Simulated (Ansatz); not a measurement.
**In on a P site in InP**

Computed with DFT PBE, scalar-relativistic, plane waves, PAW (Ansatz). Settings: 420 eV cutoff, 3×3×3 k-mesh, Gaussian smearing of 0.02 eV, collinear spin in charge -1 alone.

Host crystal, relaxed:

```yaml
crystal:
  lattice:
    - [0.00000, 2.97989, 2.97989]
    - [2.97989, 0.00000, 2.97989]
    - [2.97989, 2.97989, 0.00000]
  atoms:
    - { symbol: In, position: [0.00000, 0.00000, 0.00000] }
    - { symbol: P, position: [0.25000, 0.25000, 0.25000] }
```

Supercell of 16 atoms, rows in host cell vectors: 0 -2 2; 0 0 2; -2 0 2. Atoms relax at the host's cell, keeping the symmetry that the supercell leaves at the site. The cell is small, so energies carry finite-size errors of tenths of an eV. The host's Kohn–Sham gap is 0.44 eV. Atoms are taken from and returned to the elements' standard states. Charged cells are corrected for image charges with the computed static dielectric tensor (mean 15.1) and aligned with the host's potential at far atoms (alignment terms reach 0.64 eV; the program doubts the alignment in some charges, where it is up to 0.64 eV). No band-filling term is added, and the Fermi level counts from the host's valence band top.

Defect: In on a P site set at (0.250, 0.250, 0.250) of the host cell. Before relaxation its nearest neighbours are 4 In at 2.58 Å.

```json
{"charge": "0", "E_f at the valence band top (eV)": "2.35", "over the neutral state (eV)": "0.00", "moment (μB)": "0.00", "largest move (Å)": "0.14", "atoms near the site": "4 In at 2.72 Å"}
{"charge": "-1", "E_f at the valence band top (eV)": "3.50", "over the neutral state (eV)": "1.15", "moment (μB)": "0.33", "largest move (Å)": "0.07", "atoms near the site": "4 In at 2.65 Å"}
{"charge": "-2", "E_f at the valence band top (eV)": "5.13", "over the neutral state (eV)": "2.78", "moment (μB)": "0.00", "largest move (Å)": "0.03", "atoms near the site": "4 In at 2.60 Å"}
```

Among the charges computed the stable one is 0 at the valence band top and stays so across the gap. In charge -1, -2 the extra carrier would gain by moving to a band edge of the host, so it isn't bound in the gap. In charge 0, -1, -2 the cell has partly filled bands: a level of the defect may be part filled, the carrier may sit in the host's bands, or levels may cross between the k points, so transitions that involve it are doubtful. Fractional moments come from partly filled bands of the small cell.